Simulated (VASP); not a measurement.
# Ga (Cmcm) in VASP: further runs

Aim: see how the results for Ga move with the level of theory and the settings. Levels: PBE, PBEsol. Tasks: single point.

All numbers are computed with VASP 6.6.1; they aren't measurements. Logs are shortened: lines on timing, memory, paths and dates and some standing lists are left out, and cuts for length are marked.

## (1) Starting point

The structure is orthorhombic, space group Cmcm (No. 63). The conventional cell has a = 2.900 Å, b = 8.130 Å, c = 3.170 Å, α = 90.00°, β = 90.00°, γ = 90.00°. Around Ga (site symmetry m2m) lie 8 Ga at 2.68 to 2.90 Å.

This isn't the form of Ga at room conditions, which is orthorhombic.

## (2) Single point, PBE

INCAR reads:

```
SYSTEM = Ga
PREC = Accurate ; ENCUT = 520
EDIFF = 1E-7 ; ISMEAR = -1
SIGMA = 0.05 ; LREAL = .False.
LASPH = .True. ; NELM = 60
ALGO = Normal ; ISIF = 2
LWAVE = .False. ; LCHARG = .True.
GGA = PE ; LELF = .True.
LVHAR = .True. ; NBANDS = 20
```

KPOINTS reads:

```
Automatic mesh
0
Gamma
  10 10 8
  0 0 0
```

POSCAR reads:

```
Ga
1.0
    1.4500000000     -4.0650000000      0.0000000000
    1.4500000000      4.0650000000      0.0000000000
    0.0000000000      0.0000000000      3.1700000000
Ga
2
Direct
    0.1330000000      0.8670000000      0.7500000000
    0.8670000000      0.1330000000      0.2500000000
```

Potentials or basis: VASP PAW PBE potentials, release 64 (Ga_d).

On the command line:

```sh
$ cat potpaw_PBE.64/Ga_d/POTCAR > POTCAR
$ mpirun -np 1 vasp_std > vasp.out
```

OUTCAR:

```text
SYSTEM = Ga
   PREC = Accurate
   ENCUT = 520
   EDIFF = 1E-7
   ISMEAR = -1
   LREAL = .False.
   LASPH = .True.
   NELM = 60
   ISIF = 2
   GGA = PE

 ion  position               nearest neighbor table
   1  0.133  0.867  0.750-   2 2.68   2 2.68   2 2.87   2 2.87   2 2.87   2 2.87
   2  0.867  0.133  0.250-   1 2.68   1 2.68   1 2.87   1 2.87   1 2.87   1 2.87

  LATTYP: Found a base centered orthorhombic cell.
 ALAT       =     2.9000000000
 B/A-ratio  =     2.8034482759
 C/A-ratio  =     1.0931034483

  Lattice vectors:

 A1 = (   1.4500000000,  -4.0650000000,   0.0000000000)
 A2 = (   1.4500000000,   4.0650000000,   0.0000000000)
 A3 = (   0.0000000000,   0.0000000000,   3.1700000000)

Analysis of symmetry for initial positions (statically):
=====================================================================
 Subroutine PRICEL returns:
 Original cell was already a primitive cell.

 Routine SETGRP: Setting up the symmetry group for a
 base centered orthorhombic supercell.

 Subroutine GETGRP returns: Found  8 space group operations
 (whereof  4 operations were pure point group operations)
 out of a pool of  8 trial point group operations.

The static configuration has the point symmetry C_2h.
 The point group associated with its full space group is D_2h.

Analysis of symmetry for dynamics (positions and initial velocities):
=====================================================================
 Subroutine PRICEL returns:
 Original cell was already a primitive cell.

 Routine SETGRP: Setting up the symmetry group for a
 base centered orthorhombic supercell.

 Subroutine GETGRP returns: Found  8 space group operations
 (whereof  4 operations were pure point group operations)
 out of a pool of  8 trial point group operations.

The dynamic configuration has the point symmetry C_2h.
 The point group associated with its full space group is D_2h.

 Subroutine INISYM returns: Found  8 space group operations
 (whereof  4 operations are pure point group operations),
 and found     1 'primitive' translations

----------------------------------------------------------------------------------------

                                     Primitive cell

  volume of cell :      37.3695

  direct lattice vectors                    reciprocal lattice vectors
     1.450000000 -4.065000000  0.000000000     0.344827586 -0.123001230  0.000000000
     1.450000000  4.065000000  0.000000000     0.344827586  0.123001230  0.000000000
     0.000000000  0.000000000  3.170000000     0.000000000  0.000000000  0.315457413

  length of vectors
     4.315868974  4.315868974  3.170000000     0.366108409  0.366108409  0.315457413

  position of ions in fractional coordinates (direct lattice)
     0.133000000  0.867000000  0.750000000
     0.867000000  0.133000000  0.250000000

  ion indices of the primitive-cell ions
   primitive index   ion index
                 1           1
                 2           2

----------------------------------------------------------------------------------------

 KPOINTS: Automatic mesh

Automatic generation of k-mesh.
 Grid dimensions read from file:
 generate k-points for:   10   10    8

 Generating k-lattice:

  Cartesian coordinates                     Fractional coordinates (reciprocal lattice)
     0.034482759 -0.012300123  0.000000000     0.100000000  0.000000000  0.000000000
     0.034482759  0.012300123  0.000000000     0.000000000  0.100000000  0.000000000
     0.000000000  0.000000000  0.039432177     0.000000000  0.000000000  0.125000000

  Length of vectors
     0.036610841  0.036610841  0.039432177

  Shift w.r.t. Gamma in fractional coordinates (k-lattice)
     0.000000000  0.000000000  0.000000000

 Subroutine IBZKPT returns following result:
 ===========================================

 Found    155 irreducible k-points:

 Following reciprocal coordinates:
            Coordinates               Weight
  0.000000  0.000000  0.000000      1.000000
  0.100000  0.000000  0.000000      4.000000
  0.200000  0.000000  0.000000      4.000000
  0.300000  0.000000  0.000000      4.000000
  0.400000 -0.000000  0.000000      4.000000
  0.500000  0.000000  0.000000      2.000000
[... 16 lines left out ...]
  0.300000  0.300000  0.000000      2.000000
  0.400000  0.300000  0.000000      4.000000
 [... further k-points ...]
   k-points           NKPTS =    155   k-points in BZ     NKDIM =    155   number of bands    NBANDS=     20
   number of dos      NEDOS =    301   number of ions     NIONS =      2
   total plane-waves  NPLWV =  24576
   dimension x,y,z NGX =    32 NGY =   32 NGZ =   24
   dimension x,y,z NGXF=    64 NGYF=   64 NGZF=   48
   ions per type =               2
   NGX,Y,Z   is equivalent  to a cutoff of  12.33, 12.33, 12.59 a.u.
   NGXF,Y,Z  is equivalent  to a cutoff of  24.65, 24.65, 25.17 a.u.
 SYSTEM =  Ga
   PREC   = accura    normal or accurate (medium, high low for compatibility)
   ISTART =      0    job   : 0-new  1-cont  2-samecut
   ICHARG =      2    charge: 1-file 2-atom 10-const
   ISPIN  =      1    spin polarized calculation?
   LNONCOLLINEAR =      F non collinear calculations
   LSORBIT =      F    spin-orbit coupling
   LASPH  =      T    aspherical Exc in radial PAW
   ENCUT  =  520.0 eV  38.22 Ry    6.18 a.u.   8.02  8.02  5.89*2*pi/ulx,y,z
   NELM   =     60;   NELMIN=  2; NELMDL= -5     # of ELM steps
   EDIFF  = 0.1E-06   stopping-criterion for ELM
   LREAL  =      F    real-space projection
   EDIFFG = 0.1E-05   stopping-criterion for IOM
   NSW    =      0    number of steps for IOM
   IBRION =     -1    ionic relax: 0-MD 1-quasi-New 2-CG
   NFREE  =      0    steps in history (QN), initial steepest desc. (CG)
   ISIF   =      2    stress and relaxation
   ISYM   =      2    0-nonsym 1-usesym 2-fastsym
   POTIM  = 0.5000    time-step for ionic-motion
   TEBEG  =    0.0;   TEEND  =   0.0 temperature during run
   PSTRESS=    0.0 pullay stress
   NELECT =      26.0000    total number of electrons
   NUPDOWN=      -1.0000    fix difference up-down
   EMIN   =  10.00;   EMAX   =-10.00  energy-range for DOS
   EFERMI =   0.00;   METHOD = LEGACY
   ISMEAR =    -1;   SIGMA  =   0.05  broadening in eV -4-tet -1-fermi 0-gaus
   EFERMI_NEDOS =   21; number of points for ismear=-14 and -15
   IALGO  =     38    algorithm
   IMIX   =      4    mixing-type and parameters
     AMIX     =   0.40;   BMIX     =  1.00
     AMIX_MAG =   1.60;   BMIX_MAG =  1.00
  volume/ion in A,a.u.               =      18.68       126.09
  Fermi-wavevector in a.u.,A,eV,Ry     =   1.450641  2.741314 28.631555  2.104360
  Thomas-Fermi vector in A             =   2.568230
   LORBIT       =      0    0 simple, 1 ext, 2 COOP (PROOUT), +10 PAW based schemes
   GGA     = PE    functional components
   LHFCALC =     F    Hartree Fock is set to
   AEXX    =    0.0000 exact exchange contribution
   IVDW    =     0    specifies the selected vdW correction
   LEPSILON=     F    determine dielectric tensor
   LRPA    =     F    only Hartree local field effects (RPA)
 non-spin polarized calculation
  energy-cutoff  :      520.00
  volume of cell :       37.37
 maximum number of plane-waves:      1024
   NGX = 17   NGY = 17   NGZ = 11

 number of electron      26.0000003 magnetization

 Free energy of the ion-electron system (eV)
  ---------------------------------------------------
  ext. energy  EPLUGINS =         0.00000000
  ---------------------------------------------------
  free energy    TOTEN  =        -5.78645125 eV

  energy without entropy =       -5.78344625  energy(sigma->0) =       -5.78494875

 E-fermi :   5.6060     XC(G=0): -11.0186

 val. band max:        5.5302154911   @ k =   0.5000   0.0000   0.3750
 cond. band min:       5.6375226032   @ k =  -0.1000   0.1000   0.0000
 fundamental gap:      0.1073071120
 Fermi energy:         5.6060264489

 k-point     1 :       0.0000    0.0000    0.0000
  band No.  band energies     occupation
      1      -9.5447      2.00000
      2      -9.5201      2.00000
      3      -9.4532      2.00000
      4      -9.4388      2.00000
      5      -9.2485      2.00000
      6      -9.2325      2.00000
[... 12 lines left out ...]
     19      16.9204      0.00000
     20      17.3909      0.00000

 k-point     2 :       0.1000    0.0000    0.0000
  band No.  band energies     occupation
      1      -9.5345      2.00000
      2      -9.5138      2.00000
      3      -9.4470      2.00000
      4      -9.4029      2.00000
      5      -9.2599      2.00000
      6      -9.2447      2.00000
[... 12 lines left out ...]
     19      17.6189      0.00000
     20      19.1596      0.00000

 k-point     3 :       0.2000    0.0000    0.0000
  band No.  band energies     occupation
      1      -9.5087      2.00000
      2      -9.4976      2.00000
      3      -9.4176      2.00000
      4      -9.3454      2.00000
      5      -9.2780      2.00000
      6      -9.2749      2.00000
[... 12 lines left out ...]
     19      17.9796      0.00000
     20      21.6974      0.00000

 k-point     4 :       0.3000    0.0000    0.0000
  band No.  band energies     occupation
      1      -9.4789      2.00000
      2      -9.4786      2.00000
      3      -9.3912      2.00000
      4      -9.3646      2.00000
      5      -9.3216      2.00000
      6      -9.2314      2.00000
[... 12 lines left out ...]
     19      18.0233      0.00000
     20      19.7191      0.00000

 k-point     5 :       0.4000   -0.0000    0.0000
  band No.  band energies     occupation
      1      -9.4665      2.00000
      2      -9.4640      2.00000
      3      -9.3931      2.00000
      4      -9.3746      2.00000
      5      -9.3594      2.00000
      6      -9.2389      2.00000
[... 12 lines left out ...]
     19      16.4675      0.00000
     20      18.7852      0.00000
[... 353 lines left out ...]
      6      -9.2719      2.00000
[... 12 lines left out ...]
     19      16.1517      0.00000
     20      17.8981      0.00000

 k-point    22 :      -0.2000    0.2000    0.0000
  band No.  band energies     occupation
      1      -9.5367      2.00000
      2      -9.4924      2.00000
      3      -9.4792      2.00000
      4      -9.3712      2.00000
      5      -9.2985      2.00000
      6      -9.2533      2.00000
[... 12 lines left out ...]
     19      16.2227      0.00000
     20      16.2496      0.00000

 k-point    23 :       0.3000    0.3000    0.0000
  band No.  band energies     occupation
      1      -9.4719      2.00000
      2      -9.4553      2.00000
      3      -9.4082      2.00000
      4      -9.3124      2.00000
      5      -9.3015      2.00000
      6      -9.2715      2.00000
[... 12 lines left out ...]
     19      16.0562      0.00000
     20      17.8095      0.00000

 k-point    24 :       0.4000    0.3000    0.0000
  band No.  band energies     occupation
      1      -9.4667      2.00000
      2      -9.4261      2.00000
      3      -9.3945      2.00000
      4      -9.3569      2.00000
      5      -9.3012      2.00000
      6      -9.2938      2.00000
[... 12 lines left out ...]
     19      15.4666      0.00000
     20      17.1977      0.00000

 [... further k-points ...]

------------------------ aborting loop because EDIFF is reached ----------------------------------------

  FORCE on cell =-STRESS in cart. coord.  units (eV):
  Direction    XX          YY          ZZ          XY          YZ          ZX
  --------------------------------------------------------------------------------------
  -------------------------------------------------------------------------------------
  Total       -0.0601005      0.4889909      0.6544215      0.0000000      0.0000000      0.0000000
  in kB       -2.5767433     20.9649368     28.0575896      0.0000000      0.0000000      0.0000000
  external PRESSURE =      15.4819277 kB  Pullay stress =       0.0000000 kB

 VOLUME and BASIS-vectors are now :
 -----------------------------------------------------------------------------
  energy-cutoff  :      520.00
  volume of cell :       37.37
      direct lattice vectors                 reciprocal lattice vectors
     1.450000000 -4.065000000  0.000000000     0.344827586 -0.123001230  0.000000000
     1.450000000  4.065000000  0.000000000     0.344827586  0.123001230  0.000000000
     0.000000000  0.000000000  3.170000000     0.000000000  0.000000000  0.315457413

 POSITION                                       TOTAL-FORCE (eV/Angst)
 -----------------------------------------------------------------------------------
      1.45000      2.98371      2.37750         0.000000     -0.213969      0.000000
      1.45000     -2.98371      0.79250         0.000000      0.213969     -0.000000
 -----------------------------------------------------------------------------------
    total drift:                                0.000000      0.000000     -0.000000

  FREE ENERGIE OF THE ION-ELECTRON SYSTEM (eV)
  ---------------------------------------------------
  free  energy   TOTEN  =        -5.7864512478 eV

  energy  without entropy=       -5.7834462462  energy(sigma->0) =       -5.78494875
```

It took 67 s on 1 thread of Intel Xeon Platinum 8488C (Sapphire Rapids), shared host; peak memory 0.22 GiB.

What came out:

```yaml
Free_energy: -5.7865 eV
Pressure: 1.5 GPa
Largest_force: 0.214 eV/Å
Band_gap_on_the_k_mesh: none (metal or under the smearing width)
```

Forces on the atoms (eV/Å):
```
Ga   0.000 -0.214  0.000
Ga   0.000  0.214  0.000
```

Stress tensor (GPa, compression positive):
```
-0.26  0.00  0.00
 0.00  2.10  0.00
 0.00  0.00  2.81
```

Levels at points of the mesh, in eV from the Fermi level:
```csv
k point,band 11,band 12,band 13,band 14,band 15,band 16
"(0.00, 0.00, 0.00)",-11.20,-2.22,-1.53,2.94,6.63,7.88
"(0.50, 0.00, 0.00)",-6.66,-5.37,-1.72,-0.38,6.54,6.78
"(0.50, 0.50, 0.00)",-9.17,-8.54,5.18,5.84,5.91,7.12
"(0.00, 0.00, 0.50)",-7.37,-7.37,1.90,1.90,2.55,2.55
"(0.50, 0.00, 0.50)",-3.01,-3.01,-1.55,-1.55,1.91,1.91
"(0.50, 0.50, 0.50)",-5.55,-5.55,-4.19,-4.19,9.64,9.64
```

## (3) Single point, PBE (atoms moved at random, drawn with an rms of 0.05 Å)

INCAR reads:

```
SYSTEM = Ga
ALGO = Normal ; EDIFF = 1E-7
ENCUT = 520 ; GGA = PE
ISIF = 2 ; ISMEAR = -1
LASPH = .TRUE. ; LCHARG = .TRUE.
LELF = .TRUE. ; LREAL = .FALSE.
LVHAR = .TRUE. ; LWAVE = .FALSE.
NBANDS = 20 ; NELM = 60
PREC = Accurate ; SIGMA = 0.05
```

KPOINTS reads:

```
k-points
0
G
  10 10 8
  0 0 0
```

POSCAR reads:

```
Ga
1.0
    1.4500000000     -4.0650000000      0.0000000000
    1.4500000000      4.0650000000      0.0000000000
    0.0000000000      0.0000000000      3.1700000000
Ga
2
Direct
    0.1426510000      0.8836200000      0.7521610000
    0.8630400000      0.1461870000      0.2619770000
```

Potentials or basis: VASP PAW PBE potentials, release 64 (Ga_d).

On the command line:

```sh
$ cat potpaw_PBE.64/Ga_d/POTCAR > POTCAR
$ mpirun -np 1 vasp_std > vasp.out
```

OUTCAR:

```text
SYSTEM = Ga
   EDIFF = 1E-7
   ENCUT = 520
   GGA = PE
   ISIF = 2
   ISMEAR = -1
   LASPH = .TRUE.
   LREAL = .FALSE.
   NELM = 60
   PREC = Accurate

 ion  position               nearest neighbor table
   1  0.143  0.884  0.752-   2 2.70   2 2.73   2 2.81   2 2.84   2 2.85   2 2.87
   2  0.863  0.146  0.262-   1 2.70   1 2.73   1 2.81   1 2.84   1 2.85   1 2.87

  LATTYP: Found a base centered orthorhombic cell.
 ALAT       =     2.9000000000
 B/A-ratio  =     2.8034482759
 C/A-ratio  =     1.0931034483

[... 744 lines left out ...]

  FORCE on cell =-STRESS in cart. coord.  units (eV):
  Direction    XX          YY          ZZ          XY          YZ          ZX
  --------------------------------------------------------------------------------------
  -------------------------------------------------------------------------------------
  Total        0.0659706      0.4125433      0.5966870     -0.0170615      0.0002704     -0.0030448
  in kB        2.8284136     17.6873320     25.5822848     -0.7314924      0.0115939     -0.1305441
  external PRESSURE =      15.3660101 kB  Pullay stress =       0.0000000 kB

 VOLUME and BASIS-vectors are now :
 -----------------------------------------------------------------------------
  energy-cutoff  :      520.00
  volume of cell :       37.37
      direct lattice vectors                 reciprocal lattice vectors
     1.450000000 -4.065000000  0.000000000     0.344827586 -0.123001230  0.000000000
     1.450000000  4.065000000  0.000000000     0.344827586  0.123001230  0.000000000
     0.000000000  0.000000000  3.170000000     0.000000000  0.000000000  0.315457413

 POSITION                                       TOTAL-FORCE (eV/Angst)
 -----------------------------------------------------------------------------------
      1.48809      3.01204      2.38435        -0.009912     -0.012831      0.056632
      1.46338     -2.91401      0.83047         0.009912      0.012831     -0.056632
 -----------------------------------------------------------------------------------
    total drift:                                0.000031      0.000055     -0.000004

  FREE ENERGIE OF THE ION-ELECTRON SYSTEM (eV)
  ---------------------------------------------------
  free  energy   TOTEN  =        -5.7900971859 eV

  energy  without entropy=       -5.7867526716  energy(sigma->0) =       -5.78842493
```

OSZICAR:

```text
N       E                     dE             d eps       ncg     rms          rms(c)
DAV:   1     0.132313982476E+03    0.13231E+03   -0.13265E+04 16992   0.247E+03
DAV:   2     0.577464698740E+01   -0.12654E+03   -0.12339E+03 16664   0.387E+02
DAV:   3    -0.566658577022E+01   -0.11441E+02   -0.11377E+02 18196   0.950E+01
DAV:   4    -0.584026750774E+01   -0.17368E+00   -0.17355E+00 18424   0.129E+01
DAV:   5    -0.584323158766E+01   -0.29641E-02   -0.29639E-02 18540   0.166E+00    0.139E+00
DAV:   6    -0.579993825405E+01    0.43293E-01   -0.84023E-02 21744   0.482E+00    0.726E-01
DAV:   7    -0.579100845564E+01    0.89298E-02   -0.17370E-02 23328   0.185E+00    0.196E-01
DAV:   8    -0.579007749280E+01    0.93096E-03   -0.22682E-03 17388   0.665E-01    0.197E-02
DAV:   9    -0.579009722768E+01   -0.19735E-04   -0.10678E-04 19180   0.107E-01    0.730E-03
DAV:  10    -0.579009740429E+01   -0.17661E-06   -0.54739E-06 18828   0.268E-02    0.130E-03
DAV:  11    -0.579009723075E+01    0.17354E-06   -0.55183E-07 18356   0.941E-03    0.593E-04
DAV:  12    -0.579009718593E+01    0.44820E-07   -0.65782E-08  9860   0.352E-03
   1 F= -.57900972E+01 E0= -.57884249E+01  d E =-.334451E-02
```

stdout:

```text
POSCAR found type information on POSCAR Ga
 POSCAR found :  1 types and       2 ions
 scaLAPACK will be used
 LDA part: xc-table for (Slater+PW92), standard interpolation
 POSCAR, INCAR and KPOINTS ok, starting setup
 FFT: planning ... GRIDC
 FFT: planning ... GRID_SOFT
 FFT: planning ... GRID
 WAVECAR not read
 entering main loop
```

Wall time 2.9 min (1 thread of Intel Xeon Platinum 8488C (Sapphire Rapids), shared host); peak memory 0.35 GiB.

Results:

* Free energy: -5.7901 eV
* Pressure: 1.5 GPa
* Largest force: 0.059 eV/Å
* Band gap on the k mesh: none (metal or under the smearing width)

Forces on the atoms (eV/Å):
```
Ga  -0.010 -0.013  0.057
Ga   0.010  0.013 -0.057
```

(Part 1 of 2 ends here.)
